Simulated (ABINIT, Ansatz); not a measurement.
# BP (F-43m): phonons by linear response

Wanted: phonon bands, density of states and zone-centre response of BP (F-43m).

Program: ABINIT 10.8.3. Level of theory: DFT LDA, scalar-relativistic, plane waves, PseudoDojo norm-conserving pseudopotentials. Results are calculated unless marked as measured.

The experiments to compare with:

For BP, zinc blende (metal-flux-grown single crystal, 100 K), “Thermal expansion coefficients of high thermal conducting BAs and BP materials” (2019, arxiv:1906.04101) gives, by single-crystal XRD (Mo K-alpha): lattice constant a (cubic a at 100 K) 4.5383 ± 0.0008 Å.

“Boron phosphide under pressure: in situ study by Raman scattering and X-ray diffraction” (2015, arxiv:1505.05714) reports for BP, zinc blende, by Raman scattering, 514.5 nm, backscattering (synthetic BP; powder or crystal not specified, 300 K): Raman mode (TO at Gamma (T2), ambient spectrum) 794 cm⁻¹ [very weak band; the pressure fit in the same paper quotes about 797 cm-1].

### Step 1. The starting structure

It takes space group F-43m (No. 216, cubic). Conventional cell: a = 4.487 Å, b = 4.487 Å, c = 4.487 Å, α = 90.00°, β = 90.00°, γ = 90.00°. B has 4 P at 1.94 Å nearest. Nearest to P lie 4 B at 1.94 Å. Farther neighbours are not listed.

### Step 2. Relaxation

The harmonic expansion needs vanishing forces, and a free crystal bears no stress, so cell and atoms are brought to rest. Stress is more sensitive to the basis than forces are: the last 3 Ha under the cutoff are smoothed with ecutsm, and the cutoff is raised above that of the later runs.

The starting cell comes from a relaxation made beforehand in Ansatz (LDA, PseudoDojo NC).

relax.abi

```
# relaxation
ionmov 2
optcell 2
dilatmx 1.08
ntime 40
tolmxf 1.0d-05
tolvrs 1.0d-14
prtwf 0
prtden 0
chksymtnons 0

# basis, mesh and filling
ecut 42.0
ecutsm 3.0
ngkpt 10 10 10
nshiftk 1
shiftk 0.0 0.0 0.0
istwfk *1
occopt 1
nband 4
nstep 100
diemac 9.0
prtebands 0
prtgsr 0
useylm 1

# cell and atoms
acell 3*1.0 Angstrom
rprim 
    -2.243625913 0.0 2.243625913
    0.0 2.243625913 2.243625913
    -2.243625913 2.243625913 0.0
ntypat 2
znucl 5 15
natom 2
typat 1 2
xred 
    0.0 0.0 0.0
    0.25 0.25 0.25
pp_dirpath "./pseudo"
pseudos "B.upf, P.upf"
```

The run is started by

```sh
$ OMP_NUM_THREADS=1 mpirun -n 4 abinit relax.abi > relax.log
```

Numbers of over 12 decimals in the logs are rounded to 6 here.

relax.abo, the main output file:

```text
[banners, grids, parts of the stress and lines that vanish by symmetry left out]
- input  file    -> relax.abi
- output file    -> relax.abo
- root for input  files -> relaxi
[...]
Symmetries : space group F-4 3 m (#216); Bravais cF (face-center cubic)
[...]
mpw =        2525          nfft =       64000          nkpt =          47
[...]
== DATASET  1 ==================================================================
[...]
cutoff_energies: {ecut:  42.0, pawecutdg:  -1.0, }
[...]
ETOT  1  -9.913847    -9.914E+00 1.843E-01 2.135E+02
 ETOT  2  -9.941335    -2.749E-02 2.507E-05 3.756E+01
 ETOT  3  -9.945917    -4.582E-03 7.882E-05 8.791E-01
 ETOT  4  -9.946020    -1.032E-04 1.444E-06 1.638E-03
 ETOT  5  -9.946020    -1.490E-07 3.944E-08 2.168E-05
[...]
At SCF step   10       vres2   =  6.48E-17 < tolvrs=  1.00E-14 =>converged.
[...]
sigma(1 1)=  1.74823066E-07  sigma(3 2)=  0.00000000E+00
  sigma(2 2)=  1.74823066E-07  sigma(3 1)=  0.00000000E+00
  sigma(3 3)=  1.74823066E-07  sigma(2 1)=  0.00000000E+00
[...]
convergence: {deltae: -1.723E-13, res2:  6.477E-17, residm:  1.542E-16, diffor: null, }
etotal    :  -9.94602035E+00
[...]
ETOT  1  -9.946020    -9.946E+00 2.874E-11 1.007E-06
[...]
ETOT  5  -9.946020    -1.670E-13 1.922E-16 2.434E-13
 ETOT  6  -9.946020     1.670E-13 4.950E-19 6.701E-16
 At SCF step    6       vres2   =  6.70E-16 < tolvrs=  1.00E-14 =>converged.
[...]
sigma(1 1)=  8.13750414E-08  sigma(3 2)=  0.00000000E+00
  sigma(2 2)=  8.13750414E-08  sigma(3 1)=  0.00000000E+00
  sigma(3 3)=  8.13750414E-08  sigma(2 1)=  0.00000000E+00
[...]
convergence: {deltae:  1.670E-13, res2:  6.701E-16, residm:  4.950E-19, diffor: null, }
etotal    :  -9.94602035E+00
[...]
At Broyd/MD step   2, gradients are converged :
[...]
sigma(1 1)=  8.13750414E-08  sigma(3 2)=  0.00000000E+00
  sigma(2 2)=  8.13750414E-08  sigma(3 1)=  0.00000000E+00
  sigma(3 3)=  8.13750414E-08  sigma(2 1)=  0.00000000E+00
[...]
- sigma(1 1)=  2.39413637E-03  sigma(3 2)=  0.00000000E+00
- sigma(2 2)=  2.39413637E-03  sigma(3 1)=  0.00000000E+00
- sigma(3 3)=  2.39413637E-03  sigma(2 1)=  0.00000000E+00
[...]
fcart     -0.0000000000E+00 -0.0000000000E+00 -0.0000000000E+00
           strten      8.1375041358E-08  8.1375041358E-08  8.1375041357E-08
================================================================================

[key lines of the parts left out:]
pressure_GPa:  -2.3941E-03
Total energy (etotal) [Ha]= -9.94602034874934E+00
```

Wall time 7.4 s (4 MPI ranks of Arm Neoverse V2, shared host); 28 s of CPU time.

Little changed from the start: no atom moved by 0.005 Å and no cell edge by 0.1 %.

This step gave:

- volume per atom: 11.29 Å³
- pressure: -0.002394 GPa

### Step 3. Self-consistent run for the response

The response is built on these wavefunctions, so the potential is converged far more tightly than an energy would need. The mesh is shifted off Γ, since shifted meshes converge sums over the zone faster.

gs.abi

```
# ground state
tolvrs 1.0d-16
prtden 1
prtwf 1
prtpot 1

# basis, mesh and filling
ecut 34.0
ngkpt 8 8 8
nshiftk 4
shiftk 
    0.5 0.5 0.5
    0.5 0.0 0.0
    0.0 0.5 0.0
    0.0 0.0 0.5
istwfk *1
occopt 1
nband 4
nstep 100
diemac 9.0
prtebands 0
prtgsr 0
useylm 1

# cell and atoms
acell 3*1.0 Angstrom
rprim 
    -2.243614147 0.0 2.243614147
    0.0 2.243614147 2.243614147
    -2.243614147 2.243614147 0.0
ntypat 2
znucl 5 15
natom 2
typat 1 2
xred 
    0.0 0.0 0.0
    0.25 0.25 0.25
pp_dirpath "./pseudo"
pseudos "B.upf, P.upf"
```

The run is started by

```sh
$ OMP_NUM_THREADS=1 mpirun -n 4 abinit gs.abi > gs.log
```

gs.abo, the main output file:

```text
[banners, grids, parts of the stress and lines that vanish by symmetry left out]
- input  file    -> gs.abi
- output file    -> gs.abo
- root for input  files -> gsi
[...]
Symmetries : space group F-4 3 m (#216); Bravais cF (face-center cubic)
[...]
mpw =        1458          nfft =       32768          nkpt =          60
[...]
== DATASET  1 ==================================================================
[...]
cutoff_energies: {ecut:  34.0, pawecutdg:  -1.0, }
[...]
ETOT  1  -9.918037    -9.918E+00 7.619E-02 1.119E+02
 ETOT  2  -9.940585    -2.255E-02 1.391E-05 2.196E+01
 ETOT  3  -9.945833    -5.248E-03 6.934E-05 3.823E-01
 ETOT  4  -9.945920    -8.734E-05 1.057E-06 8.235E-04
 ETOT  5  -9.945920    -1.396E-07 2.452E-08 8.332E-06
[...]
ETOT  9  -9.945920     2.487E-14 1.357E-15 4.592E-15
 ETOT 10  -9.945920     2.132E-14 3.611E-17 9.714E-17
 At SCF step   10       vres2   =  9.71E-17 < tolvrs=  1.00E-16 =>converged.
[...]
sigma(1 1)=  5.96477171E-06  sigma(3 2)=  0.00000000E+00
  sigma(2 2)=  5.96477171E-06  sigma(3 1)=  0.00000000E+00
  sigma(3 3)=  5.96477171E-06  sigma(2 1)=  0.00000000E+00
[...]
convergence: {deltae:  2.132E-14, res2:  9.714E-17, residm:  3.611E-17, diffor: null, }
etotal    :  -9.94592001E+00
[...]
sigma(1 1)=  5.96477171E-06  sigma(3 2)=  0.00000000E+00
  sigma(2 2)=  5.96477171E-06  sigma(3 1)=  0.00000000E+00
  sigma(3 3)=  5.96477171E-06  sigma(2 1)=  0.00000000E+00
[...]
- sigma(1 1)=  1.75489642E-01  sigma(3 2)=  0.00000000E+00
- sigma(2 2)=  1.75489642E-01  sigma(3 1)=  0.00000000E+00
- sigma(3 3)=  1.75489642E-01  sigma(2 1)=  0.00000000E+00
[...]
fcart     -0.0000000000E+00 -0.0000000000E+00 -0.0000000000E+00
           strten      5.9647717080E-06  5.9647717080E-06  5.9647717080E-06
================================================================================

[key lines of the parts left out:]
pressure_GPa:  -1.7549E-01
```

Wall time 3 s (4 MPI ranks).

Read from the output:

```
pressure : -0.1755 GPa
```

The cell stands at -0.18 GPa: the relaxation ran with a smoothed and higher cutoff and on another k mesh.

### Step 4. The gap at rest

Empty bands on the ground state's density check that the gap assumed so far is there in this cell.

gap.abi

```
# empty bands on the ground state's density
iscf -2
getden_filepath "gso_DEN"
tolwfr 1.0d-12
nbdbuf 2
prtwf 0

# basis, mesh and filling
ecut 34.0
ngkpt 12 12 12
nshiftk 1
shiftk 0.0 0.0 0.0
istwfk *1
occopt 1
nband 8
nstep 100
diemac 9.0
prtebands 0
prtgsr 0
useylm 1

# cell and atoms
acell 3*1.0 Angstrom
rprim 
    -2.243614147 0.0 2.243614147
    0.0 2.243614147 2.243614147
    -2.243614147 2.243614147 0.0
ntypat 2
znucl 5 15
natom 2
typat 1 2
xred 
    0.0 0.0 0.0
    0.25 0.25 0.25
pp_dirpath "./pseudo"
pseudos "B.upf, P.upf"
```

The run is started by

```sh
$ OMP_NUM_THREADS=1 mpirun -n 4 abinit gap.abi > gap.log
```

gap.abo, the main output file:

```text
[banners, grids, parts of the stress and lines that vanish by symmetry left out]
- input  file    -> gap.abi
- output file    -> gap.abo
- root for input  files -> gapi
[...]
Symmetries : space group F-4 3 m (#216); Bravais cF (face-center cubic)
[...]
mpw =        1459          nfft =       32768          nkpt =          72
[...]
== DATASET  1 ==================================================================
[...]
cutoff_energies: {ecut:  34.0, pawecutdg:  -1.0, }
[...]
-outvars: echo values of variables after computation
            acell      1.8897261259E+00  1.8897261259E+00  1.8897261259E+00 Bohr
================================================================================
```

Run time: 3.2 s. Hardware: 4 MPI ranks; 13 s of CPU time.

This step gave:

| Property | Result |
| --- | --- |
| gap on the k-mesh | 1.157 eV |

In this cell the gap on the mesh is 1.2 eV, indirect (smallest direct 3.4 eV), so fixed occupations hold.

### Step 5. Linear response at Γ

The derivative of the wavefunctions by k comes first, since the response to a field is built on it; then the field and the displacements that symmetry doesn't supply are solved at q = 0.

It reads the wavefunctions written in step 3.

dfpt_gamma.abi

```
ndtset 2

# common to the responses
getwfk_filepath "gso_WFK"
kptopt 2
nqpt 1
qpt 0.0 0.0 0.0
asr 0
chneut 0

# d/dk
rfelfd1 2
rfdir1 1 1 1
iscf1 -3
tolwfr1 1.0d-20

# displacements, field
rfphon2 1
rfatpol2 1 2
rfdir2 1 1 1
rfelfd2 3
getddk2 1
tolvrs2 1.0d-10
prtwf2 0
prtpot2 1

# basis, mesh and filling
ecut 34.0
ngkpt 8 8 8
nshiftk 4
shiftk 
    0.5 0.5 0.5
    0.5 0.0 0.0
    0.0 0.5 0.0
    0.0 0.0 0.5
istwfk *1
occopt 1
nband 4
nstep 100
diemac 9.0
prtebands 0
prtgsr 0
useylm 1

# cell and atoms
acell 3*1.0 Angstrom
rprim 
    -2.243614147 0.0 2.243614147
    0.0 2.243614147 2.243614147
    -2.243614147 2.243614147 0.0
ntypat 2
znucl 5 15
natom 2
typat 1 2
xred 
    0.0 0.0 0.0
    0.25 0.25 0.25
pp_dirpath "./pseudo"
pseudos "B.upf, P.upf"
```

The run is started by

```sh
$ OMP_NUM_THREADS=1 mpirun -n 4 abinit dfpt_gamma.abi > dfpt_gamma.log
```

dfpt_gamma.abo, the main output file:

```text
[banners, grids, parts of the stress and lines that vanish by symmetry left out]
- input  file    -> dfpt_gamma.abi
- output file    -> dfpt_gamma.abo
- root for input  files -> dfpt_gammai
[...]
DATASET    1 : space group F-4 3 m (#216); Bravais cF (face-center cubic)
[...]
nfft =       32768          nkpt =        1024
[...]
DATASET    2 : space group F-4 3 m (#216); Bravais cF (face-center cubic)
[...]
nfft =       32768          nkpt =        1024
[...]
== DATASET  1 ==================================================================
[...]
cutoff_energies: {ecut:  34.0, pawecutdg:  -1.0, }
[...]
- 15.00000   5.00000  180309                  znucl, zion, pspdat
[...]
Perturbation : derivative vs k along direction   1
[...]
-ETOT  1  -12.674449179091     -1.267E+01 5.248E-01 0.000E+00
 ETOT  2  -12.710850453025     -3.640E-02 3.963E-03 0.000E+00
 ETOT  3  -12.711083118152     -2.327E-04 8.506E-05 0.000E+00
 ETOT  4  -12.711085524031     -2.406E-06 1.336E-06 0.000E+00
 ETOT  5  -12.711085556164     -3.213E-08 3.080E-08 0.000E+00
[...]
At SCF step   13   max residual=  9.98E-21 < tolwfr=  1.00E-20 =>converged.
[...]
Perturbation : derivative vs k along direction   2
[...]
-ETOT  1  -12.674449178947     -1.267E+01 5.248E-01 0.000E+00
[...]
At SCF step   13   max residual=  9.98E-21 < tolwfr=  1.00E-20 =>converged.
[...]
Perturbation : derivative vs k along direction   3
[...]
-ETOT  1  -12.674449178803     -1.267E+01 5.248E-01 0.000E+00
[...]
At SCF step   13   max residual=  9.98E-21 < tolwfr=  1.00E-20 =>converged.
[...]
1        1       2.3913563738   -0.0000000000
     1        2      -1.1956781869    0.0000000000
     1        3      -1.1956781869    0.0000000000
     2        1      -1.1956781869    0.0000000000
     2        2       2.3913563738   -0.0000000000
     2        3       1.1956781869   -0.0000000000
     3        1      -1.1956781869    0.0000000000
     3        2       1.1956781869   -0.0000000000
     3        3       2.3913563738   -0.0000000000
[...]
== DATASET  2 ==================================================================
[...]
cutoff_energies: {ecut:  34.0, pawecutdg:  -1.0, }
[...]
Perturbation : displacement of atom   1   along direction   1
[...]
-ETOT  1   8.157144     -2.232E+02 7.696E-01 1.790E+03
[...]
At SCF step    9       vres2   =  5.49E-12 < tolvrs=  1.00E-10 =>converged.
[...]
Perturbation : displacement of atom   2   along direction   1
[...]
-ETOT  1   7.495152     -1.173E+02 8.321E-01 1.523E+02
[...]
At SCF step    8       vres2   =  7.60E-11 < tolvrs=  1.00E-10 =>converged.
[...]
Perturbation : homogeneous electric field along direction   1
[...]
-ETOT  1  -158.44388979090     -1.584E+02 1.941E+01 1.037E+04
[...]
ETOT  8  -162.55222348339     -1.438E-11 4.951E-12 2.374E-10
 ETOT  9  -162.55222348339      1.705E-13 6.174E-14 5.191E-12
 At SCF step    9       vres2   =  5.19E-12 < tolvrs=  1.00E-10 =>converged.
[...]
Dielectric tensor, in cartesian coordinates,
[...]
1    4   1    4         9.1358839562        -0.0000000000
   1    4   2    4         0.0000000000        -0.0000000000
   1    4   3    4        -0.0000000000        -0.0000000000
   2    4   1    4         0.0000000000        -0.0000000000
   2    4   2    4         9.1358839562        -0.0000000000
   2    4   3    4         0.0000000000        -0.0000000000
   3    4   1    4        -0.0000000000        -0.0000000000
   3    4   2    4         0.0000000000        -0.0000000000
   3    4   3    4         9.1358839562        -0.0000000000
  Effective charges, in cartesian coordinates,
[...]
1    1   1    4        -0.6426297745         0.0000000000
   2    1   1    4        -0.0000000000         0.0000000000
   3    1   1    4         0.0000000000         0.0000000000
   1    2   1    4         0.6427818130         0.0000000000
   2    2   1    4         0.0000000000         0.0000000000
[...]
Effective charges, in cartesian coordinates,
[...]
2    4   1    2         0.0000000000         0.0000000000
   3    4   1    2         0.0000000000         0.0000000000
   1    4   2    2         0.0000000000         0.0000000000
   2    4   2    2         0.6427818518         0.0000000000
   3    4   2    2         0.0000000000         0.0000000000
   1    4   3    2        -0.0000000000         0.0000000000
   2    4   3    2         0.0000000000         0.0000000000
   3    4   3    2         0.6427818518         0.0000000000
  Phonon wavevector (reduced coordinates) :  0.00000  0.00000  0.00000
 Phonon energies in Hartree :
[...]
Phonon frequencies in cm-1    :
-  2.432142E-01  2.432144E-01  2.432149E-01  8.211129E+02  8.211129E+02
-  8.211129E+02
  Phonon at Gamma, with non-analyticity in the
[...]
Phonon energies in Hartree :
[...]
Phonon frequencies in cm-1    :
-  2.432142E-01  2.432144E-01  2.434813E-01  8.211129E+02  8.211129E+02
-  8.285625E+02
  Phonon at Gamma, with non-analyticity in the
[...]
Phonon energies in Hartree :
[...]
Phonon frequencies in cm-1    :
-  2.432142E-01  2.432149E-01  2.434808E-01  8.211129E+02  8.211129E+02
-  8.285625E+02
  Phonon at Gamma, with non-analyticity in the
[...]
Phonon energies in Hartree :
[...]
Phonon frequencies in cm-1    :
-  2.432144E-01  2.432149E-01  2.434806E-01  8.211129E+02  8.211129E+02
-  8.285625E+02
[...]
fcart2     0.0000000000E+00  0.0000000000E+00  0.0000000000E+00
           strten2     0.0000000000E+00  0.0000000000E+00  0.0000000000E+00
================================================================================
```

Wall time 2.2 min (4 MPI ranks).

Read from the output:

```
miss of the charge sum rule                                       : 1.52e-4 e
largest acoustic frequency at the zone centre before the sum rule : 0.24 cm⁻¹
highest optical zone-centre mode (no LO-TO term)                  : 821.1 cm⁻¹
lowest optical zone-centre mode                                   : 821.1 cm⁻¹
mean high-frequency dielectric constant                           : 9.136
largest Born charge in size (third of the trace)                  : 0.6428 e
```

Born charge (rows field, columns displacement), before the sum rule (e), principal values of the symmetric part by kind of site:

```
atom  atoms with these values      low   middle     high     mean
  B1                        1  -0.6426  -0.6426  -0.6426  -0.6426
  P2                        1   0.6428   0.6428   0.6428   0.6428
```

In full for P2:

```
0.6428 0.0000 0.0000
0.0000 0.6428 0.0000
0.0000 0.0000 0.6428
```

High-frequency dielectric tensor:

```
9.14 0.00 0.00
0.00 9.14 0.00
0.00 0.00 9.14
```

The acoustic modes at Γ come out as far as 0.2 cm⁻¹ from zero, where they should vanish, a small numerical error; the Born charges miss their sum rule by 1.5e-4 e, which is good.

[end of part 1 of 4]

[Host names and launcher messages were left out of these logs when they were recorded.]

[Logs are printed without paths, hosts, clocks, repeated set-up lines and the standing remarks that a program may print on its own settings, such as how far it seeks lower states.]

[Hosts, paths, dates, database ids (printed as entryN), source tags and the programs' standing remarks are cut or masked in the printed files.]
